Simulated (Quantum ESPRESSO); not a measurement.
The system is KI.

```
CELL_PARAMETERS angstrom
0.00000 3.53277 3.53277
3.53277 0.00000 3.53277
3.53277 3.53277 0.00000
ATOMIC_POSITIONS crystal
I 0.50000 0.50000 0.50000
K 0.00000 0.00000 0.00000
```

Base run:

```yaml
Program: Quantum ESPRESSO 7.5
Functional: r2SCAN
Potentials_or_basis: SG15 PBE 1.2
Cutoff: 1020 eV
Density_cutoff: 4082 eV
k_mesh: 5 × 5 × 5
Occupations: fermi-dirac, width 0.05 eV
Spin: no spin polarisation
```

Its results: band gap on the k mesh 4.57 eV, direct; pressure -0.1 GPa.

**Question.** The run is repeated on the same cell with these changes: functional from r2SCAN to PBE; k mesh from 5 × 5 × 5 to 4 × 4 × 4. What comes out?

**Answer.** Band gap on the k mesh 3.96 eV, direct; pressure 0.6 GPa.

Several settings changed at once, so the effect can't be laid on one alone.

Caveats: spin-orbit coupling is left out, which moves the levels of the heavy elements; the potentials were made for another functional, which shifts forces and pressure (some runs).
